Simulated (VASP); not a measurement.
# Hf: molecular dynamics with a thermostat

Hf, P6_3/mmc (no. 194), 8 atoms in the cell. PBE, molecular dynamics; PAW potentials Hf (PBE set).

Ensemble: NVT; Target temperature (K): 1000.

## Input

INCAR:
```
SYSTEM = Hf
GGA = PE ; PREC = Normal
ENCUT = 220 ; EDIFF = 1E-5
NELMIN = 4 ; NELM = 60
ALGO = Fast ; LREAL = Auto
LASPH = .True. ; ISMEAR = -1
SIGMA = 0.05 ; ISYM = 0
LWAVE = .False. ; LCHARG = .False.
IBRION = 0 ; NSW = 80
POTIM = 4.0 ; TEBEG = 1000
TEEND = 1000 ; ISIF = 2
MDALGO = 1 ; ANDERSEN_PROB = 0.05
RANDOM_SEED = 389794 0 0 ; KPAR = 2
```

KPOINTS:
```
k-points
0
Gamma
  2 2 3
```

POSCAR:
```
Hf
1.0
    6.3934000000      0.0000000000      0.0000000000
   -3.1967000000      5.5368468166      0.0000000000
    0.0000000000      0.0000000000      5.0578000000
Hf
8
Direct
    0.3333333334      0.1666666666      0.7500000000
    0.3333333334      0.6666666666      0.7500000000
    0.8333333334      0.1666666666      0.7500000000
    0.8333333333      0.6666666666      0.7500000000
    0.1666666666      0.3333333334      0.2500000000
    0.1666666666      0.8333333333      0.2500000000
    0.6666666666      0.3333333334      0.2500000000
    0.6666666666      0.8333333333      0.2500000000
```

Commands:
```
cat potpaw_PBE.64/Hf/POTCAR > POTCAR
mpirun -np 2 vasp_std > vasp.out
```

## Result

- Mean temperature (K): 1025
- Rise of the mean potential energy above the start (meV/atom): 123.7
- Electronic steps per ionic step after the first: 4.9

Course of the run:

| Time (fs) | Temperature (K) | Potential energy less the first (meV/atom) |
|---|---|---|
| 4 | 1000 | 0.0 |
| 28 | 999 | 18.3 |
| 52 | 883 | 76.0 |
| 76 | 305 | 123.4 |
| 100 | 345 | 129.6 |
| 124 | 656 | 99.9 |
| 148 | 899 | 76.5 |
| 176 | 1178 | 81.1 |
| 200 | 1096 | 127.3 |
| 224 | 1457 | 162.5 |
| 248 | 1179 | 199.7 |
| 272 | 1561 | 202.5 |
| 296 | 1623 | 215.4 |
| 320 | 1183 | 215.0 |

REPORT:
```
MDALGO =   1
         ANDERSEN_PROB =  0.05000000
               SCALING =       0
                 CNEXP =     9.000   14.000
           RANDOM_SEED =            389794                0                0

   original number of atomic DOF:         21
   number of independent constraints:      0
   number of active DOF:                  21

========================================
         MD step No.       1
========================================

  Atomic velocities initialized by STEP_tb

  >Energies
                    E_tot             E_pot             E_kin               EPS                ES
   e_b>   -0.78596793E+02   -0.79501604E+02    0.90481098E+00    0.00000000E+00    0.00000000E+00

  >Temperature
               T_sim     T_inst
   tmprt>   1000.000    999.984

  >Thermostat, num. of collisions:                0

           RANDOM_SEED =            389794              102                0

[... steps left out ...]

========================================
         MD step No.      80
========================================

  >Energies
                    E_tot             E_pot             E_kin               EPS                ES
   e_b>   -0.76710732E+02   -0.77781246E+02    0.10705142E+01    0.00000000E+00    0.00000000E+00

  >Temperature
               T_sim     T_inst
   tmprt>   1000.000   1183.117

  >Thermostat, num. of collisions:                1

           RANDOM_SEED =            389794             5000                0
```

OSZICAR:
```
N       E                     dE             d eps       ncg     rms          rms(c)
DAV:   1    -0.945552853451E+01   -0.94555E+01   -0.68667E+03   336   0.597E+02
DAV:   2    -0.754992268594E+02   -0.66044E+02   -0.61610E+02   429   0.110E+02
DAV:   3    -0.821880413339E+02   -0.66888E+01   -0.63058E+01   568   0.276E+01
DAV:   4    -0.825336610710E+02   -0.34562E+00   -0.31718E+00   536   0.573E+00
DAV:   5    -0.825617949771E+02   -0.28134E-01   -0.26572E-01   544   0.110E+00    0.261E+01
RMM:   6    -0.805853091251E+02    0.19765E+01   -0.78064E-01   336   0.468E+00    0.135E+01
RMM:   7    -0.794767689988E+02    0.11085E+01   -0.20787E+00   346   0.703E+00    0.162E+00
RMM:   8    -0.794924154230E+02   -0.15646E-01   -0.25279E-01   368   0.186E+00    0.741E-01
RMM:   9    -0.794975506303E+02   -0.51352E-02   -0.92980E-02   405   0.115E+00    0.310E-01
RMM:  10    -0.795006605077E+02   -0.31099E-02   -0.23219E-02   386   0.443E-01    0.375E-01
RMM:  11    -0.795010797720E+02   -0.41926E-03   -0.11073E-02   444   0.267E-01    0.100E-01
RMM:  12    -0.795014304593E+02   -0.35069E-03   -0.38377E-03   456   0.104E-01    0.256E-02
[... left out ...]
     79 T=  1143. E= -.76709713E+02 F= -.77743684E+02 E0= -.77706728E+02  EK= 0.10340E+01 SP= 0.00E+00 SK= 0.00E+00
[... last step whole ...]
       N       E                     dE             d eps       ncg     rms          rms(c)
DAV:   1    -0.777810329153E+02   -0.37350E-01   -0.39897E-02   406   0.109E+00    0.667E-02
RMM:   2    -0.777811650466E+02   -0.13213E-03   -0.25642E-03   337   0.257E-01    0.251E-02
RMM:   3    -0.777812345082E+02   -0.69462E-04   -0.80876E-04   437   0.984E-02    0.282E-02
RMM:   4    -0.777812467841E+02   -0.12276E-04   -0.19125E-04   394   0.377E-02    0.227E-02
RMM:   5    -0.777812457118E+02    0.10723E-05   -0.46071E-05   240   0.222E-02
     80 T=  1183. E= -.76710732E+02 F= -.77781246E+02 E0= -.77744126E+02  EK= 0.10705E+01 SP= 0.00E+00 SK= 0.00E+00
```

Limits: 320 fs of 8 atoms are too short for converged averages; the cell is only 5.1 Å across, so each atom moves in step with near copies of itself.

VASP 6.6.1 took 158 s on 2 cores (Intel Xeon 6975P-C (Granite Rapids)), a shared host.
